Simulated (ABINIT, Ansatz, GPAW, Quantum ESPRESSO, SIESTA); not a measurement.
# One calculation of TiTe, 5 ways

```
Te Ti
1.0
     3.84200    0.00000    0.00000
    -1.92100    3.32727    0.00000
     0.00000    0.00000    6.40300
Te Ti
2 2
Direct
  0.66667 0.33333 0.75000
  0.33333 0.66667 0.25000
  0.00000 0.00000 0.50000
  0.00000 0.00000 0.00000
```

Alike in all runs: task single point; functional PBEsol; k mesh 8 × 8 × 4; occupations fermi-dirac, width 0.05 eV; no spin polarisation; no spin-orbit coupling. Pressure is positive in compression and, in plane waves, holds the error of the finite cutoff.

```tsv
program and potentials	plane-wave cutoff (eV)	notes	pressure (GPa)
Quantum ESPRESSO, GBRV 1.5 PBEsol	612	9 valence electrons an atom on average	3.71
GPAW, PAW data sets generated for this functional	600	9 valence electrons an atom on average	2.89
SIESTA, files PseudoDojo sr-pbesol-0.4.1-standard, DZP (energy shift 0.003 Ry; two zetas on semicore shells)	-	atomic basis; 14 valence electrons an atom on average	5.60
ABINIT, PseudoDojo NC SR PBEsol v0.4.1 standard	1143	14 valence electrons an atom on average	3.65
Ansatz, all-electron LAPW, scalar-relativistic	-	-	3.42
```

The pressure spans 2.89 (GPAW, PAW data sets generated for this functional) to 5.60 GPa (SIESTA, files PseudoDojo sr-pbesol-0.4.1-standard, DZP (energy shift 0.003 Ry; two zetas on semicore shells)), with all-electron results at 3.42. The pressure on the cell as given of SIESTA, files PseudoDojo sr-pbesol-0.4.1-standard, DZP (energy shift 0.003 Ry; two zetas on semicore shells) lies far from the others; the cause wasn't traced. Rows in atomic bases carry the error of their basis and grid, which can be large.

The functional is the same throughout but for its coding, so the spread measures potentials, basis and numerics; runs on potential files found faulty are left out.
